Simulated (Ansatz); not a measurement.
Ansatz input

```yaml
crystal:
  lattice:
    - [4.632489587, 0.0, 0.0]
    - [-2.3162447935, 4.0118536651, 0.0]
    - [0.0, 0.0, 5.8869033494]
  atoms:
    - { symbol: Te, position: [0.2535874851, 0.0, 0.3333333333] }
    - { symbol: Te, position: [1.0, 0.2535874851, 0.6666666667] }
    - { symbol: Te, position: [0.7464125149, 0.7464125149, 0.0] }
hamiltonian:
  xc: r2scan
  pseudopotentials:
    kind: paw
    azcp:
      Te: "pseudopotentials/Te.paw.azcp"
basis:
  ecutwfc: 500
  fft_grid_basis: typed
kpoints:
  mp_grid: { grid: [8, 8, 6], shift: [0, 0, 0] }
magnetization:
  spin_polarized: false
scf:
  occupations: { method: cold, width: 0.2 }
  lower_state_search: "off"
output:
  stress: true
```

and its output:

```
Engine: ansatz 0.2.0, aarch64-unknown-linux-gnu
Pseudopotentials: kind: paw
Pseudopotential: Te, paw, valence charge 16, recommended cutoff 500 eV (meta_gga) 
Functional definition: r2SCAN
  parameter k0 = 0.174
  parameter k1 = 0.065
  parameter a1 = 4.9479
  exchange = r2scan_x(k0 = k0, k1 = k1, a1 = a1)
  correlation = r2scan_c
Crystal: 3 atoms, lattice volume = 109.407 Å³
Basis set: ecut = 500 eV, 2787 PW (Γ), exchange–correlation on 144×144×180 points (64 copies of the dense FFT grid, shifted against one another)
Bands: 28, of which v1, the nominal top of the filled ones, is band 24 counted from 1 (23 counted from 0)
Symmetry: 6 space group operations
Space group: P3121 (ITA 152), of the structure as read, at distance tolerance 4.8e-5 Å
k-points: 50 of 384 (time reversal used)
Non-local potential: Te, projectors of the file, l = 0: 2, l = 1: 2, l = 2: 2, l = 3: 2
PAW form: soft (Blöchl's): semilocal exchange-correlation on the pseudo side does not see the compensation charge
PAW frozen core: Te, regenerated for the run's functional (the file was generated under x = pbe(κ = 0.804, μ = 0.2195149727645171), c = pbe(β = 0.06672455060314922))
PAW one-centre angular grid: Te, 590 points (default); XC on 160 Gauss nodes
Initial density: superposition of atomic densities (neutral atoms: chi_scale 0, normalization atom), corrected by the library's trained network
Initial wavefunctions: pseudopotential atomic-orbital guess
Functional: x = r2scan, c = r2scan; τ floored in thin density (d = 2e-4 eV/Å³)
SCF iter   1: F=—  HF=-20984.452701 eV  |F-HF|=—  |Δ(HF+E_count)|=         —  Δρ=3.01e-3  dr2=7.38e-3  dr2_τ=3.41e-3  ethr=1.77e-3  ⟨swp⟩=6.5  Hψ=6155  notcnv=0
SCF iter   2: F=—  HF=-20984.463057 eV  |F-HF|=—  |Δ(HF+E_count)|=   1.00e-2  S|Δr|=   1.01e-3  Δρ=1.81e-3  dr2=2.38e-3  dr2_τ=3.54e-5  ethr=1.54e-5  ⟨swp⟩=3.0  Hψ=3098  notcnv=0
SCF iter   3: F=—  HF=-20984.464643 eV  |F-HF|=—  |Δ(HF+E_count)|=   1.36e-3  S|Δr|=   7.36e-4  Δρ=4.92e-4  dr2=1.54e-4  dr2_τ=1.80e-5  ethr=4.96e-6  ⟨swp⟩=2.0  Hψ=2600  notcnv=0
SCF iter   4: F=—  HF=-20984.464547 eV  |F-HF|=—  |Δ(HF+E_count)|=   8.49e-5  S|Δr|=   3.30e-5  Δρ=1.92e-4  dr2=2.52e-5  dr2_τ=9.38e-7  ethr=3.21e-7  ⟨swp⟩=2.0  Hψ=2600  notcnv=0
SCF iter   5: F=—  HF=-20984.464592 eV  |F-HF|=—  |Δ(HF+E_count)|=   1.50e-5  S|Δr|=   1.03e-4  Δρ=3.65e-5  dr2=1.14e-6  dr2_τ=4.99e-8  ethr=5.25e-8  ⟨swp⟩=2.0  Hψ=2600  notcnv=0
SCF iter   6: F=—  HF=-20984.464601 eV  |F-HF|=—  |Δ(HF+E_count)|=   2.39e-7  S|Δr|=   2.87e-5  Δρ=9.12e-6  dr2=1.26e-7  dr2_τ=4.97e-9  ethr=2.37e-9  ⟨swp⟩=2.0  Hψ=2606  notcnv=0
SCF iter   7: F=-20984.464606 eV  HF=-20984.464606 eV  |F-HF|=1.48e-9  |Δ(HF+E_count)|=   4.47e-8  S|Δr|=   1.50e-5  Δρ=1.76e-6  dr2=3.38e-9  dr2_τ=6.09e-11  ethr=2.08e-10  ⟨swp⟩=5.0  Hψ=4823  notcnv=0
Mixer restart at iter 7: flushing history
SCF iter   8: F=—  HF=-20984.468526 eV  |F-HF|=—  |Δ(HF+E_count)|=         —  Δρ=6.42e-6  dr2=4.26e-8  dr2_τ=7.50e-10  ethr=7.05e-12  ⟨swp⟩=2.0  Hψ=1858  notcnv=0
SCF iter   9: F=-20984.468526 eV  HF=-20984.468526 eV  |F-HF|=9.75e-10  |Δ(HF+E_count)|=  7.49e-10  S|Δr|=  8.43e-10  Δρ=1.34e-6  dr2=1.78e-9  dr2_τ=3.18e-11  ethr=7.05e-12  ⟨swp⟩=5.0  Hψ=4661  notcnv=0
SCF 1 converged in 9 iterations: F = -20984.468526 eV  dr2 = 1.78e-9
SCF converged after 9 iterations
Stability not checked: this state was not tested for a lower state beside it, because cold or Methfessel-Paxton smearing, or corrected tetrahedra, fill the levels in a way that the test cannot read (fill_not_monotonic; see scf.lower_state_search)
Free energy (F): -20984.468526 eV
F+E_penalty+E_count: -20984.468527 eV  (lagrangian_ev)
Harris-Foulkes:  -20984.468526 eV  (|F-HF|=9.75e-10)
Internal energy: -20984.468526 eV  (E = F + TS)
E sigma→0 (E₀):  -20984.468526 eV
Fermi energy:    7.999183 eV
Smearing:        width narrowed from 0.2000 eV (input) to 0.1130 eV after iteration 7, whose occupations did not sum to the number of electrons (Fermi level in a gap)
Step filling:    the computed levels leave a gap of 0.7924 eV = 7.0 smearing widths at the electron count; against every level under it full and every level over it empty, smearing changes F+E_penalty+E_count by +4.31e-8 meV and its σ→0 estimate by -2.29e-6 meV
--- Per-component energies (eV) ---
  E_band       = -880.879251
  E_kinetic    = 538.299987
  E_local      = -4083.233160  (includes V_loc(G=0)·N_el)
  E_nonlocal   = -931.552029
  E_hartree    = 2540.510848
  E_xc         = -343.924625
  E_vxc        = -332.895160  (∫ρ·V_xc dr)
  E_paw        = -14058.565927  (= ΣΔE_a)
  E_vpaw       = -1173.001999  (= ΣTr[D̂ρ^β])
  E_aug_tail   = -0.000105  (compensation charges beyond the density's cutoff)
  E_vtau       = 20.482756  (kinetic-family band-sum trace: ∫τ·v_τ [+ j·A + Jᵃ·Aᵃ] dr)
  E_ewald      = -4646.858080
  E_core_change = 0.854566  (= ΣΔE_core)
  E_smearing   = 0.000000  (= −TS)
  E_closure    = 0.000000  (closes the sum)
  E_count      = -0.000001  (occupations off the electron count; not in F)
  Σ components = -20984.468526   (vs F -20984.468526, Δ=0.00e0)
--- Stress (GPa, compression-positive) ---
       -0.039677       0.000000       0.000000
        0.000000      -0.039677      -0.000000
        0.000000       0.000000       0.066561
  P = ⅓ Tr σ = -0.0043 GPa (-0.043 kbar)
```

Launched by

```sh
ansatz run input.yaml --threads 2 --pin off --max-ram 5120MiB --backend cpu --events-out ev --progress --plain --runs-dir out
```

On 2 threads of Arm Neoverse V2 (shared host) this took about 15 s of wall time and 30 s of CPU time, with 0.58 GiB at the peak.
